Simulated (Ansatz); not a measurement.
**Si: compression at zero temperature**

The task here is to estimate one member of a computed series from the others.

Method: DFT r2SCAN, scalar-relativistic, plane waves, PAW, in Ansatz 0.2.0.

2 further runs of the same task are left out: 2 set aside as unsound or not needed.

## Starting point

Symmetry: P6_3/mmc, No. 194, hexagonal system. The conventional cell has a = 3.832 Å, b = 3.832 Å, c = 6.342 Å, α = 90.00°, β = 90.00°, γ = 120.00°. Si (site symmetry 3m) has 4 Si at 2.35 to 2.37 Å as nearest neighbours.

Coordinates:

```cif
data_structure
_symmetry_space_group_name_H-M 'P 1'
_symmetry_Int_Tables_number 1
_cell_length_a 3.8319
_cell_length_b 3.8319
_cell_length_c 6.3418
_cell_angle_alpha 90.000
_cell_angle_beta 90.000
_cell_angle_gamma 120.000
_cell_volume 80.64
loop_
_atom_site_label
_atom_site_type_symbol
_atom_site_fract_x
_atom_site_fract_y
_atom_site_fract_z
_atom_site_occupancy
Si1 Si 0.33333 0.66667 0.06309 1
Si2 Si 0.66667 0.33333 0.56309 1
Si3 Si 0.33333 0.66667 0.43691 1
Si4 Si 0.66667 0.33333 0.93691 1
```

It goes back to an entry of the Materials Project, which need not be the stable form.

This cell was relaxed beforehand with the same method: volume 20.16 Å³/atom, gap on the mesh 0.61 eV.

Set-up of the first run:

Contents of input.yaml:

```yaml
crystal:
  lattice:
    - [3.8445581472, 0.0, 0.0]
    - [-1.9222790736, 3.3294850218, 0.0]
    - [0.0, 0.0, 6.3627553765]
  atoms:
    - { symbol: Si, position: [0.3333333333, 0.6666666667, 0.0630908785] }
    - { symbol: Si, position: [0.6666666667, 0.3333333333, 0.5630908785] }
    - { symbol: Si, position: [0.3333333333, 0.6666666667, 0.4369091215] }
    - { symbol: Si, position: [0.6666666667, 0.3333333333, 0.9369091215] }
basis:
  ecutwfc: 500
kpoints:
  mp_grid: { grid: [12, 12, 6] }
hamiltonian:
  xc: r2scan
scf:
  occupations: { method: gaussian, width: 0.02 }
output:
  forces: true
  stress: true
  eigenvalues: true
  write_density: true
  write_potential: true
  elf: true
  volumetric_format: npy
relax:
  adjacent_minimum: "off"
  f_tol: 0.008
  max_steps: 50
  cell: { stress_tol: 0.08, p_target: -1.0 }
```

The run is started by

```
$ ansatz run input.yaml --threads 1 --pin off --max-ram 2560MiB --backend cpu --events-out ev --progress --plain --runs-dir out
```

Among the steps run: Relaxing at -1 GPa; Seeking the band edges at -1 GPa; Relaxing at 1 GPa; The gap over the whole zone at 1 GPa; Target pressure 4 GPa; Band edges over the zone at 4 GPa; Relaxing at 12 GPa; Seeking the band edges at 12 GPa; Target pressure 25 GPa; Seeking the band edges at 25 GPa; 50 GPa; Relaxing at 90 GPa.

One table of the session follows, with a row left open; its other results are not shown here.

Lengths are those of the vectors of the cell that was run:

```
P (GPa)  V (Å³/atom)  a (Å)  b (Å)  c (Å)  ΔH (eV/atom)
     -1        20.36  3.845  3.845  6.363        -0.127
      0        20.16  3.832  3.832  6.342         0.000
      1            ?      ?      ?      ?             ?
      4        19.41  3.782  3.782  6.268         0.494
     12        18.23  3.703  3.703  6.143         1.432
     25        16.86  3.603  3.603  5.998         2.852
     50        15.07  3.455  3.455  5.833         5.334
     90        13.18  3.230  3.230  5.835         8.850
```

Q: Estimate the row for P (GPa) = 1 from the others.

Worked estimate for «V (Å³/atom)». A straight line through the neighbours (0, 20.16) and (4, 19.41) gives 20.16 + (19.41 − 20.16) × (1 − 0) / (4 − 0) = 19.97; a parabola fitted to 4 rows on both sides gives 19.96.

The run gave: V (Å³/atom): 19.97; a (Å): 3.820; b (Å): 3.820; c (Å): 6.321; ΔH (eV/atom): 0.125. In «V (Å³/atom)» the line misses by 0.00 and the parabola by -0.01.

ΔH is E + PV over the energy at zero pressure; a, b and c are the vectors of the computed cell.

Caveats from the session: Other structures may take over in this range; these runs cannot find them.
